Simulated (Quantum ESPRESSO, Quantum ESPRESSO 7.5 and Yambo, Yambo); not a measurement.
**LiF (Griceite): G0W0 on several meshes in Yambo**

How does the mesh move the gap of LiF (Griceite)?

Program: Quantum ESPRESSO 7.5 and Yambo 5.3.0. Level of theory: PBE and many-body steps on it, plane waves. Results are calculated unless marked as measured.

### 1. Set-up

It takes space group Fm-3m (No. 225, cubic). Conventional cell: a = 4.028 Å, b = 4.028 Å, c = 4.028 Å, α = 90.00°, β = 90.00°, γ = 90.00°. Nearest to Li lie 6 F at 2.01 Å. F has 6 Li at 2.01 Å nearest. Farther neighbours and most contacts between anions are not listed.

As a file:

```cif
data_structure
_symmetry_space_group_name_H-M 'Fm-3m'
_symmetry_Int_Tables_number 225
_cell_length_a 4.0280
_cell_length_b 4.0280
_cell_length_c 4.0280
_cell_angle_alpha 90.000
_cell_angle_beta 90.000
_cell_angle_gamma 90.000
_cell_volume 65.35
loop_
_atom_site_label
_atom_site_type_symbol
_atom_site_symmetry_multiplicity
_atom_site_Wyckoff_symbol
_atom_site_fract_x
_atom_site_fract_y
_atom_site_fract_z
_atom_site_occupancy
Li1 Li 4 a 0.00000 0.00000 0.00000 1
F1 F 4 b 0.50000 0.00000 0.00000 1
```

The cell and positions come from the Crystallography Open Database and are kept as given unless a step says otherwise.

### 2. Empty states on the mesh, 2×2×2 mesh, 53 bands

This step: Quantum ESPRESSO 7.5; DFT, PBE, plane waves, norm-conserving pseudopotentials.

The sums over transitions need many empty states on a uniform mesh; this step solves for them.

Contents of pw.in:

```
&control
  calculation = 'nscf'
  prefix = 'x'
  outdir = 'o'
  pseudo_dir = 'pseudo'
/
&system
  ibrav = 0
  nat = 2
  ntyp = 2
  ecutwfc = 72.0
  nbnd = 53
  force_symmorphic = .true.
/
&electrons
  conv_thr = 1e-9
  electron_maxstep = 80
  diago_full_acc = .true.
  diago_thr_init = 5e-6
/
ATOMIC_SPECIES
  Li 6.94 Li.upf
  F 18.998 F.upf
CELL_PARAMETERS angstrom
  0.0000000000 2.0140000000 2.0140000000
  2.0140000000 0.0000000000 2.0140000000
  2.0140000000 2.0140000000 -0.0000000000
ATOMIC_POSITIONS crystal
  Li 0.0000000000 0.0000000000 0.0000000000
  F 0.5000000000 0.5000000000 0.5000000000
K_POINTS automatic
  2 2 2 0 0 0
```

Launch:

```sh
$ OMP_NUM_THREADS=1 mpirun -n 8 pw.x -nk 4 -in pw.in > pw.out
```

The program printed:

```text
Program PWSCF v.7.5 starts

     This program is part of the open-source Quantum ESPRESSO suite
     for quantum simulation of materials; please cite
         "P. Giannozzi et al., J. Phys.:Condens. Matter 21 395502 (2009);
         "P. Giannozzi et al., J. Phys.:Condens. Matter 29 465901 (2017);
         "P. Giannozzi et al., J. Chem. Phys. 152 154105 (2020);
     in publications or presentations arising from this work. More details at

     Atomic positions and unit cell read from directory:
     o/x.save/

     Message from routine setup:
[...]
110.7453 110.7453 111.9597 111.9597 118.9231

          k =-0.7071 0.0000 0.0000 (  1138 PWs)   bands (ev):

[...]
79.9048  80.3390  80.7167  81.2186  87.5196  89.8339  89.8339  90.3573
    90.9282 100.9076 100.9076 102.7747 109.9557 109.9557 111.4788 113.3827
   115.0959 115.0959 115.1699 116.0581 118.1800

     highest occupied, lowest unoccupied level (ev):     0.9065   10.0211

     XML data file, pseudopotentials, collected wavefunctions

=------------------------------------------------------------------------------=
   JOB DONE.
=------------------------------------------------------------------------------=
```

Wall time 0.99 s (8 MPI ranks of Arm Neoverse V1, shared host); peak memory 0.05 GiB.

Numbers from this step:

| Quantity | Value |
| --- | --- |
| gap | 9.115 eV |
| k of the valence top | 0, 0, 0 |
| k of the conduction bottom | 0, 0, 0 |
| least direct gap | 9.115 eV |
| k points computed | 3 |
| lowest point of the top converged band, above the valence top | 100.9364 eV |

On this mesh the gap is 9.115 eV.

The density comes from a self-consistent run that is not shown.

### 3. Conversion and set-up

This step: Yambo 5.3.0; conversion and set-up on PBE, plane waves, norm-conserving pseudopotentials.

The states are converted to the many-body program's format and the q mesh is built.

Launch:

```sh
$ (cd o/x.save; p2y > p2y.log; mv SAVE ../..); yambo > setup.log
```

The program printed:

```text
 Yambo, version 5.3.0

 [02] CORE Variables Setup
 =========================

  [02.01] Unit cells
  ==================

  Cell kind             :  FCC
  Atoms in the cell     :  Li  F
  number of Li atoms    :  1
  number of F  atoms    :  1

  List of atomic masses
  Mass of Li    :  6.940000
  Mass of F     :  18.99800

  List of atomic coordinates    : [cc]
  Li1       :  0.000000  0.000000  0.000000  order 1
  F1       :  3.805908  3.805908  3.805908  order 2

  Alat factors          :  3.805908  3.805908  3.805908 [a.u.]
  Direct lattice volume :  110.2567 [a.u.]
[...]
0.000000  0.000000  0.000000  0.000000  0.000000  0.000000  0.000000  0.000000

 [03] Transferred momenta grid and indexing
 ==========================================

 IBZ Q-points                                      :  3
 BZ  Q-points                                      :   8

 K/Q-points units:
 rlu = crystal or reduced units; cc = cartesian coordinates; iku = interal k-units

 Q [1]          [rlu]:  0.000000  0.000000  0.000000
 Q [2]          [rlu]:  0.17894E-16  0.17894E-16 -0.50000
 Q [3]          [rlu]: -0.22113E-17 -0.50000     -0.50000

  [03.01] X indexes
  =================

   [03.01.01] Sigma indexes
   ========================

 [06] Game Over & Game summary
```

Elapsed: 1.8 s, on 1 MPI rank; peak memory 0.23 GiB.

### 4. 2×2×2

Now the one-shot GW correction: screening in the RPA, then the self-energy of the levels asked for.

This step: G0W0 on PBE, plane waves, norm-conserving pseudopotentials.

Contents of gw13.in:

```
HF_and_locXC
gw0
dyson
ppa
em1d
rim_cut
RandQpts= 1000000
RandGvec= 1 RL
EXXRLvcs= 72 Ry
VXCRLvcs= 288 Ry
Chimod= "HARTREE"
% BndsRnXp
 1 | 53 |
%
NGsBlkXp= 15.5 Ry
% LongDrXp
 1 | 1 | 1 |
%
% GbndRnge
 1 | 53 |
%
DysSolver= "n"
ExtendOut
PPAPntXp= 27.21138 eV
% QPkrange
 1 | 1 | 4 | 7 |
%
```

Launch:

```sh
$ OMP_NUM_THREADS=1 mpirun -n 8 yambo -F gw13.in -J gw13 -C gw13 > gw13.log
```

The program printed:

```text
 Yambo, version 5.3.0

 [02] CORE Variables Setup
 =========================

  [... cell, symmetries and grids as in the set-up ...]

  [02.05] Energies & Occupations
  ==============================

  [X] === General ===
  [X] Electronic Temperature                        :  0.000000  0.000000 [eV K]
  [X] Bosonic    Temperature                        :  0.000000  0.000000 [eV K]
  [X] Finite Temperature mode                       : no
  [X] El. density                                   :  0.61206E+24 [cm-3]
  [X] Fermi Level                                   :  0.906509 [eV]

  [X] === Gaps and Widths ===
  [X] Conduction Band Min                           :  9.114627 [eV]
  [X] Valence Band Max                              :  0.000000 [eV]
  [X] Filled Bands                                  :   5
  [X] Empty Bands                                   :    6   53
  [X] Direct Gap                                    :  9.114627 [eV]
  [X] Direct Gap localized at k                     :  1
  [X] Indirect Gap                                  :  9.114627 [eV]
  [X] Indirect Gap between kpts                     :  1  1
  [X] Last valence band width                       :  0.989798 [eV]
  [X] 1st conduction band width                     :  5.707067 [eV]

 [03] Transferred momenta grid and indexing
 ==========================================

 IBZ Q-points                                      :  3
 BZ  Q-points                                      :   8

 K/Q-points units:
 rlu = crystal or reduced units; cc = cartesian coordinates; iku = interal k-units

 Q [1]          [rlu]:  0.000000  0.000000  0.000000
 Q [2]          [rlu]:  0.17894E-16  0.17894E-16 -0.50000
 Q [3]          [rlu]: -0.22113E-17 -0.50000     -0.50000

 [04] Coloumb potential Random Integration (RIM)
 ===============================================

  [04.01] RIM initialization
  ==========================

  * Diagonal components only detected *

  8 x (sBL volume)        :  2.249752 [a.u.]
  sBZ random points       :  1000000
  Points outside the sBZ  :   7996195
  RL volume               :  2.249752 [a.u.]
  Integrated volume       :  2.250822 [a.u.]

  [04.02] RIM integrals
  =====================

  Gamma point sphere radius             :  0.237681 [a.u.]
  Points outside the sphere             :   799659
  [Int_sBZ(q=0) 1/q^2]*(Vol_sBZ)^(-1/3) =:  7.764404
                                 should be <:  7.795600

  Summary of Coulomb integrals for non-metallic bands |Q|[au] RIM/Bare

  Q [1] 0.100000E-4 0.995998 * Q [2] 0.714862 1.064860
  Q [3] 0.825451 1.063764

 [05] Dipoles
 ============

  [05.01] Setup: observables and procedures
  =========================================

 [06] Dynamic Dielectric Matrix (PPA)
 ====================================

 [SLK-Inversion]  Pools        :  2
 [SLK-Inversion]  BLACS grid   :  2  2

 [WR./gw13//ndb.pp]--------------------------------------------------------------
  Brillouin Zone Q/K grids (IBZ/BZ)                :   3   8   3   8
  RL vectors                                       :  1459 [WF]
  Coulomb cutoff potential                         : none
  Electronic Temperature                           :  0.000000 [K]
  Bosonic    Temperature                           :  0.000000 [K]
  PPA    diel. fun.  energies                      : Perdew, Burke & Ernzerhof(X)+Perdew, Burke & Ernzerhof(C)
  wavefunctions                                    : Perdew, Burke & Ernzerhof(X)+Perdew, Burke & Ernzerhof(C)
  Global Gauge                                     : length
  X matrix size                                    :  137
  X band range                                     :    1   53
  X e/h energy range                               : -1.000000 -1.000000 [eV]
  X Time ordering                                  : R
  X Hxc Kernel                                     : HARTREE
  X Drude frequency                                :  0.000000  0.000000
  X poles                                          :  100.0000 [o/o]
  RL vectors in the sum                            :  1459
  [r,Vnl] included                                 : yes
  Field direction                                  :  0.577350E-5  0.577350E-5  0.577350E-5
  BZ energy Double Grid                            : no
  BZ energy DbGd points                            : 0
  BZ Q point size factor                           : -1.000000
  X Optical Averaged directions                    : none

 [07] Local Exchange-Correlation + Non-Local Fock
 ================================================

 [VXC] Plane waves :   9185
 [EXS] Plane waves :  1211

 QP @ state[ 1 ] K range:  1  1
 QP @ state[ 1 ] b range:   4   7

 [xc] Functional : Perdew, Burke & Ernzerhof(X)+Perdew, Burke & Ernzerhof(C)
 [xc] LIBXC used to calculate xc functional
  PP Number of Atomic Species                      :  2
  NLCC RL compoments                               :   9185
  PP Number of Atomic Species                      :  2
  NLCC RL compoments                               :   9185

 [xc] E_xc :  -6.444198 [Ha]
      E_xc :  -12.88840 [Ry]

  Local XC kind (lXC) : Perdew, Burke & Ernzerhof(X)+Perdew, Burke & Ernzerhof(C)
  Non-Local XC kind (nlXC) : Hartree-Fock

  Corrections @ K [1] :  [eV]
 <4|nlXC|4> = -30.38310  0.34699E-16 <4|lXC|4> = -23.11182 -0.18882E-15
 <5|nlXC|5> = -30.38310 -0.25963E-16 <5|lXC|5> = -23.11182  0.18882E-15
 <6|nlXC|6> = -6.126272 -0.43259E-17 <6|lXC|6> = -11.31061  0.18882E-15
 <7|nlXC|7> = -3.026977  0.54804E-18 <7|lXC|7> = -9.928393  0.18882E-15

 [08] Dyson equation: Newton solver
 ==================================

  [08.01] G0W0 (W PPA)
  ====================

  [  GW  ] Bands range     :    1   53
  [GW/PPA] G damping       :  0.100000 [eV]

  QP @ state[ 1 ] K range:  1  1
  QP @ state[ 1 ] b range:   4   7

   Sc/G bands                                       :    1   53
   Sc/G damping                                     :  0.100000 ev
   Sc bands terminator                              : no
   Sx RL components                                 :  1211

   QP @ state[ 1 ] K range                          :  1  1
   QP @ state[ 1 ] b range                          :   4   7
   GF energies kind                                 : Perdew, Burke & Ernzerhof(X)+Perdew, Burke & Ernzerhof(C)
   GF WF`s kind                                     : Perdew, Burke & Ernzerhof(X)+Perdew, Burke & Ernzerhof(C)
   Xs energies kind                                 : Perdew, Burke & Ernzerhof(X)+Perdew, Burke & Ernzerhof(C)
   Xs WF`s kind                                     : Perdew, Burke & Ernzerhof(X)+Perdew, Burke & Ernzerhof(C)

 [11] Game Over & Game summary
```

Elapsed: 2.8 s, on 8 MPI ranks; peak memory 1.9 GiB; 14 s of CPU time.

Numbers from this step:

```
G0W0 gap on the points computed              : 12.97 eV
starting gap on the mesh                     : 9.115 eV
k of the valence top                         : 0, 0, 0
k of the conduction bottom                   : 0, 0, 0
least direct G0W0 gap on the computed points : 12.97 eV
Z at the valence top                         : 0.8294
Z at the conduction bottom                   : 0.8835
```

The gap on the mesh goes from 9.11 eV to 12.97 eV, a correction of +3.85 eV.

### 5. Empty states on the mesh, 6×6×6 mesh, 53 bands

This step: Quantum ESPRESSO 7.5; DFT, PBE, plane waves, norm-conserving pseudopotentials.

Edit pw.in of step 2 so:

```diff
@@ -31,2 +31,2 @@
 K_POINTS automatic
-  2 2 2 0 0 0
+  6 6 6 0 0 0
```

Launch:

```sh
$ OMP_NUM_THREADS=1 mpirun -n 8 pw.x -nk 4 -in pw.in > pw.out
```

The program printed:

```text
[banner, memory and clock lines left out]
Program PWSCF v.7.5 starts

     Atomic positions and unit cell read from directory:
     o/x.save/

     Message from routine setup:
     using ibrav=0 with symmetry is DISCOURAGED, use correct ibrav instead

     bravais-lattice index     =            0
     lattice parameter (alat)  =       5.3824  a.u.
     unit-cell volume          =     110.2567 (a.u.)^3
     number of atoms/cell      =            2
     number of atomic types    =            2
     number of electrons       =        10.00
[...]
100.5142 101.2719 101.2719 101.2720 101.8429

          k = 0.1179 0.1179-0.1179 (  1149 PWs)   bands (ev):

[...]
103.5246 107.2748 107.2748 108.3055 108.5949

          k = 0.2357 0.2357-0.2357 (  1149 PWs)   bands (ev):

[...]
80.4861  80.4861  82.8991  87.2170  88.4839  88.4839  93.3325  93.3325
    94.8399  95.6305  95.6305  96.1136  98.6845  98.6845 107.7882 108.9274
   108.9274 112.0532 114.3099 114.3099 115.5389

          k =-0.3536-0.3536 0.3536 (  1158 PWs)   bands (ev):

     [... further k-points ...]

     highest occupied, lowest unoccupied level (ev):     0.9065   10.0211

     XML data file, pseudopotentials, collected wavefunctions
```

Run time: 1.6 s. Hardware: 8 MPI ranks; peak memory 0.05 GiB.

Numbers from this step:

| Item | Value |
| --- | --- |
| gap | 9.115 eV |
| k of the valence top | 0, 0, 0 |
| k of the conduction bottom | 0, 0, 0 |
| least direct gap | 9.115 eV |
| k points computed | 16 |
| lowest point of the top converged band, above the valence top | 100.9364 eV |

On this mesh the gap is 9.115 eV.

### 6. Conversion and set-up

This step: Yambo 5.3.0; conversion and set-up on PBE, plane waves, norm-conserving pseudopotentials.

Launch:

```sh
$ (cd o/x.save; p2y > p2y.log; mv SAVE ../..); yambo > setup.log
```

The program printed:

```text
 Yambo, version 5.3.0

 [02] CORE Variables Setup
 =========================

  [02.01] Unit cells
  ==================

  Cell kind             :  FCC
  Atoms in the cell     :  Li  F
  number of Li atoms    :  1
  number of F  atoms    :  1

  List of atomic masses
  Mass of Li    :  6.940000
  Mass of F     :  18.99800

  List of atomic coordinates    : [cc]
  Li1       :  0.000000  0.000000  0.000000  order 1
  F1       :  3.805908  3.805908  3.805908  order 2

  Alat factors          :  3.805908  3.805908  3.805908 [a.u.]
  Direct lattice volume :  110.2567 [a.u.]
[...]
Q [ 1]         [rlu]:  0.000000  0.000000  0.000000
 Q [ 2]         [rlu]: -0.30302E-17 -0.30302E-17  0.16667
 Q [ 3]         [rlu]: -0.60604E-17 -0.60604E-17  0.33333
[...]
Q [ 8]         [rlu]:  0.17894E-16  0.16667     -0.33333
 Q [ 9]         [rlu]:  0.19124E-18  0.16667     -0.16667
 Q [10]         [rlu]:  0.14742E-17  0.33333      0.33333
     [... 4 further rows ...]
 Q [15]         [rlu]:  0.166667  0.333333 -0.333333
 Q [16]         [rlu]:  0.166667 -0.500000 -0.333333

  [03.01] X indexes
  =================

   [03.01.01] Sigma indexes
   ========================

 [06] Game Over & Game summary
```

Elapsed: 2 s, on 1 MPI rank; peak memory 0.24 GiB.

### 7. 6×6×6

This step: G0W0 on PBE, plane waves, norm-conserving pseudopotentials.

Contents of gw14.in:

```
HF_and_locXC
gw0
dyson
ppa
em1d
rim_cut
RandQpts= 1000000
RandGvec= 1 RL
EXXRLvcs= 72 Ry
VXCRLvcs= 288 Ry
Chimod= "HARTREE"
% BndsRnXp
 1 | 53 |
%
NGsBlkXp= 15.5 Ry
% LongDrXp
 1 | 1 | 1 |
%
% GbndRnge
 1 | 53 |
%
DysSolver= "n"
ExtendOut
PPAPntXp= 27.21138 eV
% QPkrange
 1 | 1 | 4 | 7 |
%
```

Launch:

```sh
$ OMP_NUM_THREADS=1 mpirun -n 8 yambo -F gw14.in -J gw14 -C gw14 > gw14.log
```

The program printed:

```text
 Yambo, version 5.3.0

 [02] CORE Variables Setup
 =========================

  [... cell, symmetries and grids as in the set-up ...]

  [02.05] Energies & Occupations
  ==============================

  [X] === General ===
  [X] Electronic Temperature                        :  0.000000  0.000000 [eV K]
  [X] Bosonic    Temperature                        :  0.000000  0.000000 [eV K]
  [X] Finite Temperature mode                       : no
  [X] El. density                                   :  0.61206E+24 [cm-3]
  [X] Fermi Level                                   :  0.906509 [eV]

  [X] === Gaps and Widths ===
  [X] Conduction Band Min                           :  9.114627 [eV]
  [X] Valence Band Max                              :  0.000000 [eV]
  [X] Filled Bands                                  :   5
  [X] Empty Bands                                   :    6   53
  [X] Direct Gap                                    :  9.114627 [eV]
  [X] Direct Gap localized at k                     :  1
  [X] Indirect Gap                                  :  9.114627 [eV]
  [X] Indirect Gap between kpts                     :  1  1
  [X] Last valence band width                       :  0.989798 [eV]
  [X] 1st conduction band width                     :  5.782385 [eV]

 [03] Transferred momenta grid and indexing
 ==========================================

 IBZ Q-points                                      :  16
 BZ  Q-points                                      :  216

 K/Q-points units:
 rlu = crystal or reduced units; cc = cartesian coordinates; iku = interal k-units

 Q [ 1]         [rlu]:  0.000000  0.000000  0.000000
 Q [ 2]         [rlu]: -0.30302E-17 -0.30302E-17  0.16667
 Q [ 3]         [rlu]: -0.60604E-17 -0.60604E-17  0.33333
[...]
================================================

 [VXC] Plane waves :   9185
 [EXS] Plane waves :  1211

 QP @ state[ 1 ] K range:  1  1
 QP @ state[ 1 ] b range:   4   7

 [xc] Functional : Perdew, Burke & Ernzerhof(X)+Perdew, Burke & Ernzerhof(C)
 [xc] LIBXC used to calculate xc functional
  PP Number of Atomic Species                      :  2
  NLCC RL compoments                               :   9185
  PP Number of Atomic Species                      :  2
  NLCC RL compoments                               :   9185

 [xc] E_xc :  -6.404321 [Ha]
      E_xc :  -12.80864 [Ry]

  Local XC kind (lXC) : Perdew, Burke & Ernzerhof(X)+Perdew, Burke & Ernzerhof(C)
  Non-Local XC kind (nlXC) : Hartree-Fock

  Corrections @ K [1] :  [eV]
 <4|nlXC|4> = -30.70269  0.19792E-16 <4|lXC|4> = -23.05350  0.29120E-21
 <5|nlXC|5> = -30.70294 -0.78086E-18 <5|lXC|5> = -23.05350  0.12861E-21
 <6|nlXC|6> = -6.620590 -0.22812E-17 <6|lXC|6> = -11.45039  0.23595E-16
 <7|nlXC|7> = -3.082085 -0.18599E-18 <7|lXC|7> = -10.01124  0.94484E-16

 [08] Dyson equation: Newton solver
 ==================================

  [08.01] G0W0 (W PPA)
  ====================

  [  GW  ] Bands range     :    1   53
  [GW/PPA] G damping       :  0.100000 [eV]

  QP @ state[ 1 ] K range:  1  1
  QP @ state[ 1 ] b range:   4   7

   Sc/G bands                                       :    1   53
   Sc/G damping                                     :  0.100000 ev
   Sc bands terminator                              : no
   Sx RL components                                 :  1211

   QP @ state[ 1 ] K range                          :  1  1
   QP @ state[ 1 ] b range                          :   4   7
   GF energies kind                                 : Perdew, Burke & Ernzerhof(X)+Perdew, Burke & Ernzerhof(C)
   GF WF`s kind                                     : Perdew, Burke & Ernzerhof(X)+Perdew, Burke & Ernzerhof(C)
   Xs energies kind                                 : Perdew, Burke & Ernzerhof(X)+Perdew, Burke & Ernzerhof(C)
   Xs WF`s kind                                     : Perdew, Burke & Ernzerhof(X)+Perdew, Burke & Ernzerhof(C)

 [11] Game Over & Game summary
```

The job ended after 26 s (8 MPI ranks; peak memory 2.3 GiB).

This step gave:

| Property | Result |
| --- | --- |
| G0W0 gap on the points computed | 13.26 eV |
| starting gap on the mesh | 9.115 eV |
| k of the valence top | 0, 0, 0 |
| k of the conduction bottom | 0, 0, 0 |
| least direct G0W0 gap on the computed points | 13.26 eV |
| Z at the valence top | 0.8276 |
| Z at the conduction bottom | 0.8910 |

Against G0W0 in Yambo (2×2×2 mesh, 53 bands, screening to 210.9 eV, Godby-Needs plasmon pole), the gap moves by +0.290 eV.

(Part 1 of 2 ends here.)

[Paths, hosts, dates, memory and timing lines, banners, echoed tables and standing remarks are left out of the program output.]

[Logs are printed without paths, hosts, clocks, repeated set-up lines and the standing remarks that a program may print on its own settings, such as how far it seeks lower states.]

[Runs of the session that timed out or met a known fault of the program may be left out.]

[Hosts, paths, dates, database ids (printed as entryN), source tags and the programs' standing remarks are cut or masked in the printed files.]
